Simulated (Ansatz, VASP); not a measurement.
## One calculation of FeSi, two programs

```
Fe Si
1.0
     4.63995    0.00000    0.00000
     0.00000    4.63995    0.00000
     0.00000    0.00000    4.63995
Fe Si
4 4
Direct
  0.86348 0.63652 0.36348
  0.63652 0.36348 0.86348
  0.36348 0.86348 0.63652
  0.13652 0.13652 0.13652
  0.15760 0.34240 0.65760
  0.34240 0.65760 0.15760
  0.65760 0.15760 0.34240
  0.84240 0.84240 0.84240
```

Change from the starting cell: volume scaled by 1.06.

Alike in both runs: task single point; functional PBEsol; k mesh 6 × 6 × 6; occupations fermi-dirac, width 0.05 eV; collinear spin.

```csv
,VASP,Ansatz
version,VASP 6.6.1,Ansatz 0.2.0
potentials or method,"VASP PAW PBE potentials, release 64 (Fe, Si), cutoff 520 eV","all-electron LAPW, scalar-relativistic"
```

|  | VASP | Ansatz | Ansatz less VASP |
| --- | --- | --- | --- |
| gap on the k mesh at the Fermi level (eV) | none | none | - |
| pressure (GPa) | -24.1 | -24.4 | -0.29 |
| rms of the force components (eV/Å) | 0.099 | 0.108 | +0.0091 |
| net moment per atom (μB) | 0.50 | 0.50 | +0.001 |
| size of the moment on the site where the two differ most (μB) | 1.12 | 1.13 | +0.018 |

Site moments also hang on the region over which each program counts them. Atom by atom the forces differ by 0.009 eV/Å (rms over components). A gap of «none» marks a metal or a gap that the smearing closes. Ansatz ran all-electron here, so the differences hold the error of VASP's frozen core and of both bases.

Caveats: so large a pressure means that the cell lies far from this level's equilibrium, or that cutoff or potentials fall short (VASP); the potentials were made for another functional, which shifts forces and pressure (VASP).
